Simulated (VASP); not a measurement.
# La (P6_3/mmc) in VASP: further runs

One crystal, La, is run at these levels: LDA, PBE, r2SCAN; tasks: relaxation of cell and atoms.

Everything below comes from runs of VASP 6.6.1. Logs are shortened: lines on timing, memory, paths and dates and some standing lists are left out, and cuts for length are marked.

## (1) The structure

Symmetry: P6_3/mmc, No. 194, hexagonal system. Conventional cell: a = 3.770 Å, b = 3.770 Å, c = 12.159 Å, α = 90.00°, β = 90.00°, γ = 120.00°. La (site symmetry -3m) is surrounded by 12 La at 3.74 to 3.77 Å. La (site symmetry -6m2) is surrounded by 12 La at 3.74 to 3.77 Å.

## (2) Relaxation of cell and atoms, LDA

File INCAR:

```
ALGO     = Normal         # electronic algorithm
EDIFF    = 1E-6           # SCF threshold, eV
EDIFFG   = -0.01          # ionic threshold
ENCUT    = 600            # plane-wave cutoff, eV
IBRION   = 2              # ionic algorithm
ISIF     = 3              # what is computed and relaxed
ISMEAR   = 1              # smearing method
LASPH    = T              # aspherical terms in the spheres
LCHARG   = F              # write CHGCAR
LREAL    = F              # projectors in reciprocal space
LWAVE    = F              # write WAVECAR
NELM     = 80             # most SCF steps
NSW      = 90             # ionic steps
PREC     = Accurate       # precision mode
SIGMA    = 0.1            # smearing width, eV
```

File KPOINTS:

```
k-points
0
Gamma
  12 12 3
```

File POSCAR:

```
La
1.0
    3.7700000000      0.0000000000      0.0000000000
   -1.8850000000      3.2649157723      0.0000000000
    0.0000000000      0.0000000000     12.1590000000
La
4
Direct
    0.0000000000      0.0000000000      0.0000000000
    0.0000000000      0.0000000000      0.5000000000
    0.3333333333      0.6666666667      0.7500000000
    0.6666666667      0.3333333333      0.2500000000
```

Potentials or basis: VASP PAW LDA potentials, release 64 (La).

The run is started by

```
cat potpaw_LDA.64/La/POTCAR > POTCAR
mpirun -np 1 vasp_std > vasp.out
```

OUTCAR:

```text
EDIFF = 1E-6
   EDIFFG = -0.01
   ENCUT = 600
   IBRION = 2
   ISIF = 3
   ISMEAR = 1
   LASPH = T
   LREAL = F
   NELM = 80
   NSW = 90
   PREC = Accurate

 ion  position               nearest neighbor table
   1  0.000  0.000  0.000-
   2  0.000  0.000  0.500-
   3  0.333  0.667  0.750-
   4  0.667  0.333  0.250-

  LATTYP: Found a hexagonal cell.
 ALAT       =     3.7700000000
 C/A-ratio  =     3.2251989390

  Lattice vectors:

 A1 = (   3.7700000000,   0.0000000000,   0.0000000000)
 A2 = (  -1.8850000000,   3.2649157723,   0.0000000000)
 A3 = (   0.0000000000,   0.0000000000,  12.1590000000)

Analysis of symmetry for initial positions (statically):
=====================================================================
 Subroutine PRICEL returns:
 Original cell was already a primitive cell.

 Routine SETGRP: Setting up the symmetry group for a
 hexagonal supercell.

 Subroutine GETGRP returns: Found 24 space group operations
 (whereof 12 operations were pure point group operations)
 out of a pool of 24 trial point group operations.

The static configuration has the point symmetry D_3d.
 The point group associated with its full space group is D_6h.

Analysis of symmetry for dynamics (positions and initial velocities):
=====================================================================
 Subroutine PRICEL returns:
 Original cell was already a primitive cell.

 Routine SETGRP: Setting up the symmetry group for a
 hexagonal supercell.

 Subroutine GETGRP returns: Found 24 space group operations
 (whereof 12 operations were pure point group operations)
 out of a pool of 24 trial point group operations.

The dynamic configuration has the point symmetry D_3d.
 The point group associated with its full space group is D_6h.

 Subroutine INISYM returns: Found 24 space group operations
 (whereof 12 operations are pure point group operations),
 and found     1 'primitive' translations

----------------------------------------------------------------------------------------

                                     Primitive cell

  volume of cell :     149.6619

  direct lattice vectors                    reciprocal lattice vectors
     3.770000000  0.000000000  0.000000000     0.265251989  0.153143307  0.000000000
    -1.885000000  3.264915772  0.000000000     0.000000000  0.306286615  0.000000000
     0.000000000  0.000000000 12.159000000     0.000000000  0.000000000  0.082243606

  length of vectors
     3.770000000  3.770000000 12.159000000     0.306286615  0.306286615  0.082243606

  position of ions in fractional coordinates (direct lattice)
     0.000000000  0.000000000  0.000000000
     0.000000000  0.000000000  0.500000000
     0.333333333  0.666666667  0.750000000
     0.666666667  0.333333333  0.250000000
[... 68 lines left out ...]
   NGXF,Y,Z  is equivalent  to a cutoff of  26.46, 26.46, 26.80 a.u.
 SYSTEM =  unknown system
   PREC   = accura    normal or accurate (medium, high low for compatibility)
   ISTART =      0    job   : 0-new  1-cont  2-samecut
   ICHARG =      2    charge: 1-file 2-atom 10-const
   ISPIN  =      1    spin polarized calculation?
   LNONCOLLINEAR =      F non collinear calculations
   LSORBIT =      F    spin-orbit coupling
   LASPH  =      T    aspherical Exc in radial PAW
   ENCUT  =  600.0 eV  44.10 Ry    6.64 a.u.   7.53  7.53 24.28*2*pi/ulx,y,z
   NELM   =     80;   NELMIN=  2; NELMDL= -5     # of ELM steps
   EDIFF  = 0.1E-05   stopping-criterion for ELM
   LREAL  =      F    real-space projection
   EDIFFG = -.1E-01   stopping-criterion for IOM
   NSW    =     90    number of steps for IOM
   IBRION =      2    ionic relax: 0-MD 1-quasi-New 2-CG
   NFREE  =      1    steps in history (QN), initial steepest desc. (CG)
   ISIF   =      3    stress and relaxation
   ISYM   =      2    0-nonsym 1-usesym 2-fastsym
   POTIM  = 0.5000    time-step for ionic-motion
   TEBEG  =    0.0;   TEEND  =   0.0 temperature during run
   PSTRESS=    0.0 pullay stress
   NELECT =      44.0000    total number of electrons
   NUPDOWN=      -1.0000    fix difference up-down
   EMIN   =  10.00;   EMAX   =-10.00  energy-range for DOS
   EFERMI =   0.00;   METHOD = LEGACY
   ISMEAR =     1;   SIGMA  =   0.10  broadening in eV -4-tet -1-fermi 0-gaus
   EFERMI_NEDOS =   21; number of points for ismear=-14 and -15
   IALGO  =     38    algorithm
   IMIX   =      4    mixing-type and parameters
     AMIX     =   0.40;   BMIX     =  1.00
     AMIX_MAG =   1.60;   BMIX_MAG =  1.00
  volume/ion in A,a.u.               =      37.42       252.49
  Fermi-wavevector in a.u.,A,eV,Ry     =   1.088567  2.057094 16.122618  1.184979
  Thomas-Fermi vector in A             =   2.224752
   LORBIT       =      0    0 simple, 1 ext, 2 COOP (PROOUT), +10 PAW based schemes
   GGA     = CA    functional components
   LHFCALC =     F    Hartree Fock is set to
   AEXX    =    0.0000 exact exchange contribution
   IVDW    =     0    specifies the selected vdW correction
   LEPSILON=     F    determine dielectric tensor
   LRPA    =     F    only Hartree local field effects (RPA)
 conjugate gradient relaxation of ions
 non-spin polarized calculation
 Methfessel and Paxton  Order N= 1 SIGMA  =   0.10
  energy-cutoff  :      600.00
  volume of cell :      149.66
 maximum number of plane-waves:      5031
   NGX = 15   NGY = 15   NGZ = 49

--------------------------------------- Ionic step        1  -------------------------------------------

 number of electron      43.9999997 magnetization

 Free energy of the ion-electron system (eV)
  ---------------------------------------------------
  ext. energy  EPLUGINS =         0.00000000
  ---------------------------------------------------
  free energy    TOTEN  =       -22.07325405 eV

  energy without entropy =      -22.07505256  energy(sigma->0) =      -22.07385355

 E-fermi :   7.6153     XC(G=0):  -9.7344

 val. band max:        7.6055662046   @ k =   0.2500   0.1667   0.3333
 cond. band min:       7.6196867302   @ k =   0.2500   0.2500   0.3333
 fundamental gap:      0.0141205256
 Fermi energy:         7.6153330047

 k-point     1 :       0.0000    0.0000    0.0000
  band No.  band energies     occupation
      1     -25.1827      2.00000
      2     -25.0891      2.00000
      3     -25.0769      2.00000
      4     -24.9800      2.00000
      5      -9.5719      2.00000
      6      -8.9190      2.00000
[... 876 lines left out ...]
--------------------------------------- Ionic step        6  -------------------------------------------

 number of electron      43.9999997 magnetization

 Free energy of the ion-electron system (eV)
  ---------------------------------------------------
  ext. energy  EPLUGINS =         0.00000000
  ---------------------------------------------------
  free energy    TOTEN  =       -22.32939583 eV

  energy without entropy =      -22.32605424  energy(sigma->0) =      -22.32828197

 E-fermi :   9.1164     XC(G=0): -10.3413

 val. band max:        9.1026850162   @ k =   0.2500   0.2500   0.0000
 cond. band min:       9.1189027387   @ k =   0.1667   0.1667   0.3333
 fundamental gap:      0.0162177225
 Fermi energy:         9.1164447834

 k-point     1 :       0.0000    0.0000    0.0000
  band No.  band energies     occupation
      1     -23.5533      2.00000
      2     -23.3810      2.00000
      3     -23.3759      2.00000
      4     -23.1935      2.00000
      5      -8.2877      2.00000
      6      -7.3135      2.00000
[... 718 lines left out ...]
  FREE ENERGIE OF THE ION-ELECTRON SYSTEM (eV)
  ---------------------------------------------------
  free  energy   TOTEN  =       -22.3293958327 eV

  energy  without entropy=      -22.3260542414  energy(sigma->0) =      -22.32828197

 reached required accuracy - stopping structural energy minimisation
```

OSZICAR:

```text
N       E                     dE             d eps       ncg     rms          rms(c)
DAV:   1     0.573162273725E+03    0.57316E+03   -0.16211E+04  1984   0.255E+03
DAV:   2     0.122130633304E+03   -0.45103E+03   -0.44470E+03  3016   0.451E+02
DAV:   3    -0.470376182325E+01   -0.12683E+03   -0.12593E+03  3640   0.281E+02
[... 52 lines left out ...]
DAV:   1    -0.223300538757E+02   -0.75339E-03   -0.52950E-02  3038   0.414E+00    0.118E-01
DAV:   2    -0.223295595509E+02    0.49432E-03   -0.18811E-03  3504   0.475E-01    0.606E-02
DAV:   3    -0.223293954644E+02    0.16409E-03   -0.88222E-04  3624   0.291E-01    0.151E-02
DAV:   4    -0.223293957436E+02   -0.27922E-06   -0.51803E-05  3240   0.690E-02    0.880E-03
DAV:   5    -0.223293958327E+02   -0.89056E-07   -0.29043E-06  2000   0.185E-02
   6 F= -.22329396E+02 E0= -.22328282E+02  d E =-.151980E-03
```

CONTCAR:

```text
La
   1.00000000000000
     3.5944552814564452    0.0000000000000000    0.0000000000000000
    -1.7972276407282226    3.1128895865365553   -0.0000000000000000
     0.0000000000000000    0.0000000000000000   11.5545165693265588
  La
     4
Direct
     0.0000000000000000    0.0000000000000000    0.0000000000000000
     0.0000000000000000    0.0000000000000000    0.5000000000000000
     0.3333333332999970    0.6666666667000030    0.7500000000000000
     0.6666666667000030    0.3333333332999970    0.2500000000000000

  0.00000000E+00  0.00000000E+00  0.00000000E+00
  0.00000000E+00  0.00000000E+00  0.00000000E+00
  0.00000000E+00  0.00000000E+00  0.00000000E+00
  0.00000000E+00  0.00000000E+00  0.00000000E+00
```

It took 8.3 min on 1 thread of Intel Xeon 6975P-C (Granite Rapids), shared host; peak memory 0.35 GiB.

What came out:

```yaml
Free_energy: -22.3294 eV
Relaxed_volume: 32.32 Å³/atom
Relaxed_cell: a = 3.594 Å, b = 3.594 Å, c = 11.555 Å, α = 90.00°, β = 90.00°, γ = 120.00°
Space_group_after_relaxing_to_0.05_Å: P6_3/mmc (No. 194)
Energy_gained_by_relaxing: 64.0 meV/atom
Ionic_steps: 6
Pressure_after_relaxing: 0.0 GPa
Band_gap_on_the_k_mesh: none (metal or under the smearing width)
```

The path:
| step | energy change (eV) | largest force (eV/Å) | pressure (GPa) | volume (Å³) |
| --- | --- | --- | --- | --- |
| 1 | 0.0000 | 0.0000 | -3.65 | 149.66 |
| 2 | -0.2501 | 0.0000 | -0.68 | 131.96 |
| 3 | -0.2561 | 0.0000 | 0.02 | 128.96 |
| 4 | -0.2560 | 0.0000 | -0.14 | 129.35 |
| 5 | -0.2560 | 0.0000 | -0.08 | 129.34 |
| 6 | -0.2561 | 0.0000 | -0.05 | 129.29 |

Final structure:
```xyz
4
Lattice="3.5945 0.0000 0.0000 -1.7972 3.1129 0.0000 0.0000 0.0000 11.5545" Properties=species:S:1:pos:R:3 pbc="T T T"
La    0.0000    0.0000    0.0000
La    0.0000    0.0000    5.7773
La    0.0000    2.0753    8.6659
La    1.7972    1.0376    2.8886
```

Levels at points of the mesh, in eV from the Fermi level:
```tsv
k point	band 18	band 19	band 20	band 21	band 22	band 23	band 24	band 25	band 26
(0.00, 0.00, 0.00)	-1.97	-1.74	-1.73	0.58	0.75	1.20	1.21	1.24	1.31
(0.50, 0.00, 0.00)	-2.14	-1.85	-1.29	-0.87	-0.31	-0.25	0.45	1.11	1.17
```

Caveat: the volume moved by -14 % from the deposited cell, more than functionals usually miss. LDA usually gives volumes a few per cent too small.

## (3) Relaxation of cell and atoms, LDA

This run uses another cell than the first one, of 32.32 Å³/atom, 0.864 times its volume.

INCAR, as its differences from that of step 2:

```diff
@@ -1,4 +1,4 @@
 ALGO     = Normal         # electronic algorithm
-EDIFF    = 1E-6           # SCF threshold, eV
-EDIFFG   = -0.01          # ionic threshold
+EDIFF    = 1E-7           # SCF threshold, eV
+EDIFFG   = -0.005         # ionic threshold
 ENCUT    = 600            # plane-wave cutoff, eV
```

KPOINTS is that of step 2.

File POSCAR:

```
La                                      
1.0
    3.5944552815      0.0000000000      0.0000000000
   -1.7972276407      3.1128895865     -0.0000000000
    0.0000000000      0.0000000000     11.5545165693
  La            
     4
Direct
     0.0000000000000000    0.0000000000000000    0.0000000000000000
     0.0000000000000000    0.0000000000000000    0.5000000000000000
     0.3333333332999970    0.6666666667000030    0.7500000000000000
     0.6666666667000030    0.3333333332999970    0.2500000000000000
```

Potentials or basis: VASP PAW LDA potentials, release 64 (La).

The run is started by

```
cat potpaw_LDA.64/La/POTCAR > POTCAR
mpirun -np 1 vasp_std > vasp.out
```

OUTCAR:

```text
EDIFF = 1E-7
   EDIFFG = -0.005
   ENCUT = 600
   IBRION = 2
   ISIF = 3
   ISMEAR = 1
   LASPH = T
   LREAL = F
   NELM = 80
   NSW = 90
   PREC = Accurate

 ion  position               nearest neighbor table
   1  0.000  0.000  0.000-   3 3.56   4 3.56   3 3.56   4 3.56   4 3.56   3 3.56
   2  0.000  0.000  0.500-   3 3.56   4 3.56   3 3.56   4 3.56   4 3.56   3 3.56
   3  0.333  0.667  0.750-   1 3.56   2 3.56   1 3.56   2 3.56   1 3.56   2 3.56
   4  0.667  0.333  0.250-   1 3.56   2 3.56   1 3.56   2 3.56   1 3.56   2 3.56

  LATTYP: Found a hexagonal cell.
 ALAT       =     3.5944552815
 C/A-ratio  =     3.2145389675

  Lattice vectors:

 A1 = (   3.5944552815,   0.0000000000,   0.0000000000)
 A2 = (  -1.7972276407,   3.1128895865,   0.0000000000)
 A3 = (   0.0000000000,   0.0000000000,  11.5545165693)

Analysis of symmetry for initial positions (statically):
=====================================================================
 Subroutine PRICEL returns:
 Original cell was already a primitive cell.

 Routine SETGRP: Setting up the symmetry group for a
 hexagonal supercell.

 Subroutine GETGRP returns: Found 24 space group operations
 (whereof 12 operations were pure point group operations)
 out of a pool of 24 trial point group operations.

The static configuration has the point symmetry D_3d.
 The point group associated with its full space group is D_6h.

Analysis of symmetry for dynamics (positions and initial velocities):
=====================================================================
 Subroutine PRICEL returns:
 Original cell was already a primitive cell.

 Routine SETGRP: Setting up the symmetry group for a
 hexagonal supercell.

 Subroutine GETGRP returns: Found 24 space group operations
 (whereof 12 operations were pure point group operations)
 out of a pool of 24 trial point group operations.
[... 182 lines left out ...]
     -0.00000      2.07526      8.66589         0.000000     -0.000000      0.000000
      1.79723      1.03763      2.88863        -0.000000      0.000000     -0.000000
 -----------------------------------------------------------------------------------
    total drift:                                0.000000     -0.000000     -0.000000

  FREE ENERGIE OF THE ION-ELECTRON SYSTEM (eV)
  ---------------------------------------------------
  free  energy   TOTEN  =       -22.3282898654 eV

  energy  without entropy=      -22.3249445411  energy(sigma->0) =      -22.32717476

--------------------------------------- Ionic step        2  -------------------------------------------

 number of electron      43.9999994 magnetization

 Free energy of the ion-electron system (eV)
  ---------------------------------------------------
  ext. energy  EPLUGINS =         0.00000000
  ---------------------------------------------------
  free energy    TOTEN  =       -22.32832098 eV

  energy without entropy =      -22.32490250  energy(sigma->0) =      -22.32718149

 E-fermi :   9.1324     XC(G=0): -10.3475

 val. band max:        9.1173663637   @ k =   0.2500   0.2500   0.0000
 cond. band min:       9.1356832332   @ k =   0.1667   0.1667   0.3333
 fundamental gap:      0.0183168695
 Fermi energy:         9.1324102497

 k-point     1 :       0.0000    0.0000    0.0000
  band No.  band energies     occupation
      1     -23.5367      2.00000
      2     -23.3631      2.00000
      3     -23.3586      2.00000
      4     -23.1748      2.00000
      5      -8.2752      2.00000
      6      -7.2968      2.00000
[... 685 lines left out ...]
     25      10.3125     -0.00000
     26      10.3483     -0.00000

 [... further k-points ...]

------------------------ aborting loop because EDIFF is reached ----------------------------------------

  FORCE on cell =-STRESS in cart. coord.  units (eV):
  Direction    XX          YY          ZZ          XY          YZ          ZX
  --------------------------------------------------------------------------------------
  -------------------------------------------------------------------------------------
  Total        0.0009522      0.0009522     -0.0078054      0.0000000      0.0000000     -0.0000000
  in kB        0.0118176      0.0118176     -0.0968695      0.0000000      0.0000000     -0.0000000
  external PRESSURE =      -0.0244115 kB  Pullay stress =       0.0000000 kB

 VOLUME and BASIS-vectors are now :
 -----------------------------------------------------------------------------
  energy-cutoff  :      600.00
  volume of cell :      129.10
      direct lattice vectors                 reciprocal lattice vectors
     3.592914210 -0.000000000 -0.000000000     0.278325599  0.160691360  0.000000000
    -1.796457105  3.111554979  0.000000000     0.000000000  0.321382719  0.000000000
    -0.000000000  0.000000000 11.547627119     0.000000000  0.000000000  0.086597878

 POSITION                                       TOTAL-FORCE (eV/Angst)
 -----------------------------------------------------------------------------------
      1.79646      3.11155     11.54763        -0.000000      0.000000      0.000000
      1.79646      3.11155      5.77381        -0.000000      0.000000      0.000000
     -0.00000      2.07437      8.66072         0.000000      0.000000      0.000000
      1.79646      1.03718      2.88691         0.000000     -0.000000     -0.000000
 -----------------------------------------------------------------------------------
    total drift:                                0.000000      0.000000      0.000000

  FREE ENERGIE OF THE ION-ELECTRON SYSTEM (eV)
  ---------------------------------------------------
  free  energy   TOTEN  =       -22.3283209803 eV

  energy  without entropy=      -22.3249024961  energy(sigma->0) =      -22.32718149

 reached required accuracy - stopping structural energy minimisation
```

OSZICAR:

```text
N       E                     dE             d eps       ncg     rms          rms(c)
DAV:   1     0.578933076660E+03    0.57893E+03   -0.16301E+04  1976   0.270E+03
DAV:   2     0.126717994633E+03   -0.45222E+03   -0.44631E+03  2984   0.471E+02
[... 15 lines left out ...]
DAV:   1    -0.223289360172E+02   -0.64618E-03   -0.18434E-02  3082   0.119E+00    0.122E-01
DAV:   2    -0.223284243261E+02    0.51169E-03   -0.19392E-03  3286   0.492E-01    0.502E-02
DAV:   3    -0.223283179531E+02    0.10637E-03   -0.65907E-04  2888   0.216E-01    0.109E-02
DAV:   4    -0.223283195357E+02   -0.15827E-05   -0.65631E-05  3542   0.720E-02    0.543E-03
DAV:   5    -0.223283203081E+02   -0.77234E-06   -0.62005E-06  3576   0.191E-02    0.507E-03
DAV:   6    -0.223283210250E+02   -0.71695E-06   -0.43331E-06  3048   0.137E-02    0.118E-03
DAV:   7    -0.223283209803E+02    0.44695E-07   -0.29888E-07  2032   0.828E-03
   2 F= -.22328321E+02 E0= -.22327181E+02  d E =-.311149E-04
```

Run time: 3.4 min. Hardware: 1 thread of Intel Xeon 6975P-C (Granite Rapids), shared host; peak memory 0.33 GiB.

What came out:

```
Free energy                            : -22.3283 eV
Relaxed volume                         : 32.27 Å³/atom
Relaxed cell                           : a = 3.593 Å, b = 3.593 Å, c = 11.548 Å, α = 90.00°, β = 90.00°, γ = 120.00°
Space group after relaxing (to 0.05 Å) : P6_3/mmc (No. 194)
Energy gained by relaxing              : 0.0 meV/atom
Ionic steps                            : 2
Pressure after relaxing                : 0.0 GPa
Band gap on the k mesh                 : none (metal or under the smearing width)
```

Final structure:
```
CELL_PARAMETERS angstrom
3.59291 0.00000 0.00000
-1.79646 3.11155 0.00000
0.00000 0.00000 11.54763
ATOMIC_POSITIONS crystal
La 0.00000 0.00000 0.00000
La 0.00000 0.00000 0.50000
La 0.33333 0.66667 0.75000
La 0.66667 0.33333 0.25000
```

Levels at points of the mesh, in eV from the Fermi level:
```tsv
k point	band 19	band 20	band 21	band 22	band 23	band 24	band 25	band 26
(0.00, 0.00, 0.00)	-1.74	-1.73	0.58	0.75	1.20	1.21	1.25	1.31
(0.50, 0.00, 0.00)	-1.85	-1.29	-0.88	-0.31	-0.25	0.45	1.11	1.17
```

(Part 1 of 3 ends here.)
